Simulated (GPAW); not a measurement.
Sn:

```
Sn
1.0
     0.00000    3.23334    3.23334
     3.23334    0.00000    3.23334
     3.23334    3.23334    0.00000
Sn
2
Direct
  0.75000 0.75000 0.75000
  0.50000 0.50000 0.50000
```

This isn't the form of Sn at room conditions, which is tetragonal (white tin).

| Quantity | Value |
| --- | --- |
| Program | GPAW 26.7.0 |
| Task | single point |
| Functional | PBEsol |
| Potentials or basis | PAW data sets generated in the run's folder for this functional |
| Cutoff | 600 eV |
| Basis | pw |
| k mesh | 7 × 7 × 7 |
| Occupations | fermi-dirac, width 0.05 eV |
| Spin | no spin polarisation |

On this cell: pressure 1.3 GPa; largest force zero by symmetry; band gap on the k mesh none (metal or under the smearing width).

The same run follows on a disturbed copy (atoms moved at random, drawn with an rms of 0.05 Å):

```
Sn
1.0
     0.00000    3.23334    3.23334
     3.23334    0.00000    3.23334
     3.23334    3.23334    0.00000
Sn
2
Cartesian
  4.9199 4.8950 4.8835
  3.2625 3.2161 3.2452
```

Question: What changes?

Answer: The energy (extrapolated to zero smearing) moves by +11.3 meV/atom; pressure 1.4 GPa; largest force 0.555 eV/Å; band gap on the k mesh none (metal or under the smearing width).

Forces on the atoms (eV/Å):
```
Sn  -0.288 -0.460 -0.116
Sn   0.288  0.460  0.116
```

Stress tensor (GPa, compression positive):
```
 1.41 -0.41 -1.40
-0.41  1.35 -0.89
-1.40 -0.89  1.44
```
